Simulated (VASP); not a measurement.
## A series in volume per atom on CdSe

Plane-wave PAW density functional theory at fixed atoms, no spin polarisation, Gamma-centred mesh; band v is the last by electron count, c the next, levels count from the top of v, gaps are read over the k mesh and the listed points, a negative gap is an overlap (a metal). The results are calculated, by VASP 6.6.1.

Cell of the first row (space group F-43m, No. 216):
```
cell vectors (Å)
   0.0000     2.9451     2.9451
   2.9451     0.0000     2.9451
   2.9451     2.9451     0.0000
atoms (fractions of the cell vectors)
Cd  0.00000  0.00000  0.00000
Se  0.25000  0.25000  0.25000
```

Settings of every row: functional PBE; spin orbit no; screening parameter 0 Å⁻¹; occupations Fermi-Dirac; smearing width 0.02 eV; wave cutoff 520 eV; datasets recommended PBE set; valence electrons 18; k mesh a 8; k mesh b 8; k mesh c 8.

Point:
```
 name  a (reciprocal cell vector)  b (reciprocal cell vector)  c (reciprocal cell vector)
Gamma                           0                           0                           0
    X                        -0.5                        -0.5                           0
    K                      -0.375                           0                       0.375
    L                           0                           0                         0.5
    W                        -0.5                       -0.25                        0.25
```

Limits: semilocal functionals tend to give too small a gap; no spin-orbit coupling, which shifts gaps with heavier elements (CdSe).

```
row  volume per atom (Å³)  band gap (eV)  direct gap (eV)
  1                25.544              ?                ?
  2                 26.35          0.744            0.744
  3                27.174          0.681            0.681
  4                28.014          0.618            0.618
  5                28.872          0.555            0.555
  6                29.747          0.492            0.492
  7                30.639          0.431            0.431
  8                31.549           0.37             0.37
  9                32.477           0.31             0.31
```

Question: what band gap should row 1 give?

Worked fit of band gap. Take t = volume per atom − 29, in Å³. The shown rows have t = -2.65, -1.826, -0.986, -0.128, 0.747, 1.639, 2.549, 3.477. Least squares give band gap = 0.5456 − 0.07187 × t + 0.001172 × t² eV; a straight line predicts inner rows, each left out in turn, worse (root mean square 0.0037 against 0.00042 eV). The rows lie off it by 0.000, 0.000, 0.000, 0.000, -0.001, 0.000, 0.000, 0.000. The withheld row has t = -3.456, so the fit gives 0.5456 − 0.07187 × (-3.456) + 0.001172 × (-3.456)² = 0.808 eV.

The calculation gave 0.808 eV. The fit meets it to the printed digit. This row lies beyond the range of the fit.

The other values of row 1: direct gap 0.808 eV.
